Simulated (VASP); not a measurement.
# Sn2Ge (P-3m1) in VASP: single point with r2SCAN

Aim: the single point of Sn2Ge with r2SCAN.

Everything below comes from runs of VASP 6.6.1. Logs are shortened: lines on timing, memory, paths and dates and some standing lists are left out, and cuts for length are marked.

## Step 1: The crystal as given

It takes space group P-3m1 (No. 164, trigonal). Conventional cell: a = 4.503 Å, b = 4.503 Å, c = 11.116 Å, α = 90.00°, β = 90.00°, γ = 120.00°. Sn (site symmetry 3m) has 4 Sn at 2.82 to 2.86 Å as nearest neighbours. Sn (site symmetry 3m) is surrounded by 1 Ge at 2.70 Å and 3 Sn at 2.82 Å. Ge (site symmetry 3m) is surrounded by 3 Ge at 2.69 Å and 1 Sn at 2.70 Å.

The cell was built by a generator and needn't be a form met in nature.

## Step 2: Single point, r2SCAN

Contents of INCAR:

```
  PREC = Accurate
  ENCUT = 520
  EDIFF = 1E-6
  ISMEAR = 0
  SIGMA = 0.1
  LREAL = F
  LASPH = T
  NELM = 150
  ALGO = Normal
  ISIF = 2
  LWAVE = F
  LCHARG = F
  METAGGA = R2SCAN
  LMIXTAU = T
  KPAR = 4
```

Contents of KPOINTS:

```
regular mesh
0
Gamma
  8 8 4
```

Contents of POSCAR:

```
Sn2Ge
1.0
    4.5026610000      0.0000000000      0.0000000000
   -2.2513300000      3.8994190000      0.0000000000
    0.0000000000      0.0000000000     11.1161400000
Sn Ge
4 2
Direct
    0.0000000000      0.0000000000      0.8714640000
    0.3333330000      0.6666670000      0.7729500000
    0.0000000000      0.0000000000      0.1285360000
    0.6666670000      0.3333330000      0.2270500000
    0.3333330000      0.6666670000      0.5304550000
    0.6666670000      0.3333330000      0.4695450000
```

Potentials or basis: VASP PAW PBE potentials, release 64 (Sn_d, Ge_d).

Started as:

```console
$ cat potpaw_PBE.64/Sn_d/POTCAR potpaw_PBE.64/Ge_d/POTCAR > POTCAR
$ mpirun -np 4 vasp_std > vasp.out
```

OUTCAR:

```text
PREC = Accurate
   ENCUT = 520
   EDIFF = 1E-6
   ISMEAR = 0
   LREAL = F
   LASPH = T
   NELM = 150
   ISIF = 2
   METAGGA = R2SCAN

 ion  position               nearest neighbor table
   1  0.000  0.000  0.871-   2 2.82   2 2.82   2 2.82   3 2.86
   2  0.333  0.667  0.773-   5 2.70   1 2.82   1 2.82   1 2.82
   3  0.000  0.000  0.129-   4 2.82   4 2.82   4 2.82   1 2.86
   4  0.667  0.333  0.227-   6 2.70   3 2.82   3 2.82   3 2.82
   5  0.333  0.667  0.530-   6 2.69   6 2.69   6 2.69   2 2.70
   6  0.667  0.333  0.470-   5 2.69   5 2.69   5 2.69   4 2.70

  LATTYP: Found a hexagonal cell.
 ALAT       =     4.5026610000
 C/A-ratio  =     2.4687934535

  Lattice vectors:

 A1 = (   4.5026610000,   0.0000000000,   0.0000000000)
 A2 = (  -2.2513300000,   3.8994190000,   0.0000000000)
 A3 = (   0.0000000000,   0.0000000000,  11.1161400000)

Analysis of symmetry for initial positions (statically):
=====================================================================
 Subroutine PRICEL returns:
 Original cell was already a primitive cell.

 Routine SETGRP: Setting up the symmetry group for a
 hexagonal supercell.

 Subroutine GETGRP returns: Found 12 space group operations
 (whereof 12 operations were pure point group operations)
 out of a pool of 24 trial point group operations.

The static configuration has the point symmetry D_3d.

Analysis of symmetry for dynamics (positions and initial velocities):
=====================================================================
 Subroutine PRICEL returns:
 Original cell was already a primitive cell.

 Routine SETGRP: Setting up the symmetry group for a
 hexagonal supercell.

 Subroutine GETGRP returns: Found 12 space group operations
 (whereof 12 operations were pure point group operations)
 out of a pool of 24 trial point group operations.

The dynamic configuration has the point symmetry D_3d.

 Subroutine INISYM returns: Found 12 space group operations
 (whereof 12 operations are pure point group operations),
 and found     1 'primitive' translations

----------------------------------------------------------------------------------------

                                     Primitive cell

  volume of cell :     195.1745

  direct lattice vectors                    reciprocal lattice vectors
     4.502661000  0.000000000  0.000000000     0.222090892  0.128224202  0.000000000
    -2.251330000  3.899419000  0.000000000     0.000000000  0.256448461  0.000000000
     0.000000000  0.000000000 11.116140000     0.000000000  0.000000000  0.089959284

  length of vectors
     4.502661000  4.502660914 11.116140000     0.256448456  0.256448461  0.089959284

  position of ions in fractional coordinates (direct lattice)
     0.000000000  0.000000000  0.871464000
     0.333333000  0.666667000  0.772950000
     0.000000000  0.000000000  0.128536000
     0.666667000  0.333333000  0.227050000
     0.333333000  0.666667000  0.530455000
     0.666667000  0.333333000  0.469545000

  ion indices of the primitive-cell ions
   primitive index   ion index
                 1           1
                 2           2
                 3           3
                 4           4
                 5           5
                 6           6

----------------------------------------------------------------------------------------

 KPOINTS: regular mesh

Automatic generation of k-mesh.
 Grid dimensions read from file:
 generate k-points for:    8    8    4

 Generating k-lattice:

  Cartesian coordinates                     Fractional coordinates (reciprocal lattice)
     0.027761362  0.016028025  0.000000000     0.125000000  0.000000000  0.000000000
     0.000000000  0.032056058  0.000000000     0.000000000  0.125000000  0.000000000
     0.000000000  0.000000000  0.022489821     0.000000000  0.000000000  0.250000000

  Length of vectors
     0.032056057  0.032056058  0.022489821

  Shift w.r.t. Gamma in fractional coordinates (k-lattice)
     0.000000000  0.000000000  0.000000000

 Subroutine IBZKPT returns following result:
 ===========================================

 Found     35 irreducible k-points:

 Following reciprocal coordinates:
            Coordinates               Weight
  0.000000  0.000000  0.000000      1.000000
  0.125000  0.000000  0.000000      6.000000
  0.250000  0.000000  0.000000      6.000000
  0.375000  0.000000  0.000000      6.000000
  0.500000  0.000000  0.000000      3.000000
  0.125000  0.125000  0.000000      6.000000
[... 16 lines left out ...]
 -0.125000  0.500000  0.250000     12.000000
  0.250000  0.250000  0.250000     12.000000
 [... further k-points ...]
   k-points           NKPTS =     35   k-points in BZ     NKDIM =     35   number of bands    NBANDS=     50
   number of dos      NEDOS =    301   number of ions     NIONS =      6
   total plane-waves  NPLWV = 108864
   dimension x,y,z NGX =    36 NGY =   36 NGZ =   84
   dimension x,y,z NGXF=    72 NGYF=   72 NGZF=  168
   ions per type =               4   2
   NGX,Y,Z   is equivalent  to a cutoff of  13.29, 13.29, 12.56 a.u.
   NGXF,Y,Z  is equivalent  to a cutoff of  26.58, 26.58, 25.13 a.u.
 SYSTEM =  unknown system
   PREC   = accura    normal or accurate (medium, high low for compatibility)
   ISTART =      0    job   : 0-new  1-cont  2-samecut
   ICHARG =      2    charge: 1-file 2-atom 10-const
   ISPIN  =      1    spin polarized calculation?
   LNONCOLLINEAR =      F non collinear calculations
   LSORBIT =      F    spin-orbit coupling
   LASPH  =      T    aspherical Exc in radial PAW
   ENCUT  =  520.0 eV  38.22 Ry    6.18 a.u.   8.37  8.37 20.67*2*pi/ulx,y,z
   NELM   =    150;   NELMIN=  2; NELMDL= -5     # of ELM steps
   EDIFF  = 0.1E-05   stopping-criterion for ELM
   LREAL  =      F    real-space projection
   EDIFFG = 0.1E-04   stopping-criterion for IOM
   NSW    =      0    number of steps for IOM
   IBRION =     -1    ionic relax: 0-MD 1-quasi-New 2-CG
   NFREE  =      0    steps in history (QN), initial steepest desc. (CG)
   ISIF   =      2    stress and relaxation
   ISYM   =      2    0-nonsym 1-usesym 2-fastsym
   POTIM  = 0.5000    time-step for ionic-motion
   TEBEG  =    0.0;   TEEND  =   0.0 temperature during run
   PSTRESS=    0.0 pullay stress
   NELECT =      84.0000    total number of electrons
   NUPDOWN=      -1.0000    fix difference up-down
   EMIN   =  10.00;   EMAX   =-10.00  energy-range for DOS
   EFERMI =   0.00;   METHOD = LEGACY
   ISMEAR =     0;   SIGMA  =   0.10  broadening in eV -4-tet -1-fermi 0-gaus
   EFERMI_NEDOS =   21; number of points for ismear=-14 and -15
   IALGO  =     38    algorithm
   IMIX   =      4    mixing-type and parameters
     AMIX     =   0.40;   BMIX     =  1.00
     AMIX_MAG =   1.60;   BMIX_MAG =  1.00
  volume/ion in A,a.u.               =      32.53       219.52
  Fermi-wavevector in a.u.,A,eV,Ry     =   1.236024  2.335747 20.786370  1.527755
  Thomas-Fermi vector in A             =   2.370649
   LORBIT       =      0    0 simple, 1 ext, 2 COOP (PROOUT), +10 PAW based schemes
   METAGGA = R2SCAN    functional components
   LHFCALC =     F    Hartree Fock is set to
   AEXX    =    0.0000 exact exchange contribution
   IVDW    =     0    specifies the selected vdW correction
   LEPSILON=     F    determine dielectric tensor
   LRPA    =     F    only Hartree local field effects (RPA)
 non-spin polarized calculation
 Gauss-broadening in eV      SIGMA  =   0.10
  energy-cutoff  :      520.00
  volume of cell :      195.17
 maximum number of plane-waves:      5327
 NGX is ok and might be reduce to    36
   NGX = 17   NGY = 17   NGZ = 41

 number of electron      84.0000025 magnetization

 Free energy of the ion-electron system (eV)
  ---------------------------------------------------
  ext. energy  EPLUGINS =         0.00000000
  ---------------------------------------------------
  free energy    TOTEN  =      -126.04996770 eV

  energy without entropy =     -126.04223174  energy(sigma->0) =     -126.04609972

 E-fermi :   4.6172     XC(G=0):  -9.5860

 val. band max:        4.6001761110   @ k =   0.1250   0.0000   0.2500
 cond. band min:       4.6301494618   @ k =   0.0000   0.0000   0.5000
 fundamental gap:      0.0299733508
 Fermi energy:         4.6171593963

 k-point     1 :       0.0000    0.0000    0.0000
  band No.  band energies     occupation
      1     -20.9559      2.00000
      2     -20.9558      2.00000
      3     -20.9224      2.00000
      4     -20.9224      2.00000
      5     -20.9186      2.00000
      6     -20.8743      2.00000
[... 42 lines left out ...]
     49       8.0164      0.00000
     50       8.0164      0.00000

 k-point     2 :       0.1250    0.0000    0.0000
  band No.  band energies     occupation
      1     -20.9606      2.00000
      2     -20.9591      2.00000
      3     -20.9230      2.00000
      4     -20.9174      2.00000
      5     -20.9157      2.00000
      6     -20.8732      2.00000
[... 42 lines left out ...]
     49       8.0341      0.00000
     50       8.2728      0.00000

 k-point     3 :       0.2500    0.0000    0.0000
  band No.  band energies     occupation
      1     -20.9687      2.00000
      2     -20.9640      2.00000
      3     -20.9293      2.00000
      4     -20.9094      2.00000
      5     -20.9079      2.00000
      6     -20.8720      2.00000
[... 42 lines left out ...]
     49       8.5091      0.00000
     50       8.9211      0.00000

 k-point     4 :       0.3750    0.0000    0.0000
  band No.  band energies     occupation
      1     -20.9747      2.00000
      2     -20.9661      2.00000
      3     -20.9365      2.00000
      4     -20.9045      2.00000
      5     -20.9039      2.00000
      6     -20.8711      2.00000
[... 999 lines left out ...]
 k-point    23 :      -0.1250    0.5000    0.2500
  band No.  band energies     occupation
      1     -20.9831      2.00000
      2     -20.9592      2.00000
      3     -20.9396      2.00000
      4     -20.9032      2.00000
      5     -20.8993      2.00000
      6     -20.8746      2.00000
[... 42 lines left out ...]
     49       8.8393      0.00000
     50       8.9679      0.00000

 k-point    24 :       0.2500    0.2500    0.2500
  band No.  band energies     occupation
      1     -20.9867      2.00000
      2     -20.9548      2.00000
      3     -20.9393      2.00000
      4     -20.9033      2.00000
      5     -20.8902      2.00000
      6     -20.8846      2.00000
[... 42 lines left out ...]
     49       9.1100      0.00000
     50       9.4424      0.00000

 [... further k-points ...]

------------------------ aborting loop because EDIFF is reached ----------------------------------------

  FORCE on cell =-STRESS in cart. coord.  units (eV):
  Direction    XX          YY          ZZ          XY          YZ          ZX
  --------------------------------------------------------------------------------------
  -------------------------------------------------------------------------------------
  Total       -2.0151507     -2.0151509     -2.3880892     -0.0000003      0.0000000      0.0000000
  in kB      -16.5422638    -16.5422654    -19.6036963     -0.0000021      0.0000000      0.0000000
  external PRESSURE =     -17.5627418 kB  Pullay stress =       0.0000000 kB

 VOLUME and BASIS-vectors are now :
 -----------------------------------------------------------------------------
  energy-cutoff  :      520.00
  volume of cell :      195.17
      direct lattice vectors                 reciprocal lattice vectors
     4.502661000  0.000000000  0.000000000     0.222090892  0.128224202  0.000000000
    -2.251330000  3.899419000  0.000000000     0.000000000  0.256448461  0.000000000
     0.000000000  0.000000000 11.116140000     0.000000000  0.000000000  0.089959284

 POSITION                                       TOTAL-FORCE (eV/Angst)
 -----------------------------------------------------------------------------------
      0.00000      0.00000      9.68732         0.000000     -0.000000     -0.075322
     -0.00000      2.59961      8.59222         0.000000      0.000000      0.061230
      0.00000      0.00000      1.42882        -0.000000      0.000000      0.075322
      2.25133      1.29981      2.52392        -0.000000      0.000000     -0.061230
     -0.00000      2.59961      5.89661         0.000000     -0.000000      0.112424
      2.25133      1.29981      5.21953        -0.000000      0.000000     -0.112424
 -----------------------------------------------------------------------------------
    total drift:                               -0.000000      0.000000      0.000000

  FREE ENERGIE OF THE ION-ELECTRON SYSTEM (eV)
  ---------------------------------------------------
  free  energy   TOTEN  =      -126.0499677023 eV

  energy  without entropy=     -126.0422317444  energy(sigma->0) =     -126.04609972
```

It took 4.7 min on 4 MPI ranks of Intel Xeon Platinum 8488C (Sapphire Rapids), shared host; peak memory 0.53 GiB.

Results:

```
Free energy            : -126.0500 eV
Pressure               : -1.8 GPa
Largest force          : 0.112 eV/Å
Band gap on the k mesh : none (metal or under the smearing width)
```

Forces in eV/Å, atoms in the order of the input:
```
Sn   0.000  0.000 -0.075
Sn   0.000  0.000  0.061
Sn   0.000  0.000  0.075
Sn   0.000  0.000 -0.061
Ge   0.000  0.000  0.112
Ge   0.000  0.000 -0.112
```

Stress tensor (GPa, compression positive):
```
-1.65  0.00  0.00
 0.00 -1.65  0.00
 0.00  0.00 -1.96
```

Levels at points of the mesh, in eV from the Fermi level:
```
           k point  band 38  band 39  band 40  band 41  band 42  band 43  band 44  band 45  band 46  band 47
(0.00, 0.00, 0.00)    -1.44    -0.51    -0.51    -0.07     0.33     0.33     0.45     1.20     2.33     2.33
(0.50, 0.00, 0.00)    -2.66    -2.55    -2.54    -1.58    -1.33     0.58     0.97     1.58     1.75     3.24
(0.00, 0.00, 0.50)    -1.46    -0.95    -0.28    -0.28     0.01     0.01     1.17     1.51     2.75     2.75
(0.50, 0.00, 0.50)    -3.00    -2.59    -1.92    -1.22    -1.00    -0.14     0.98     1.70     2.35     2.55
```

Caveat: the PAW data sets were made with another functional, which shifts forces and pressure a little.
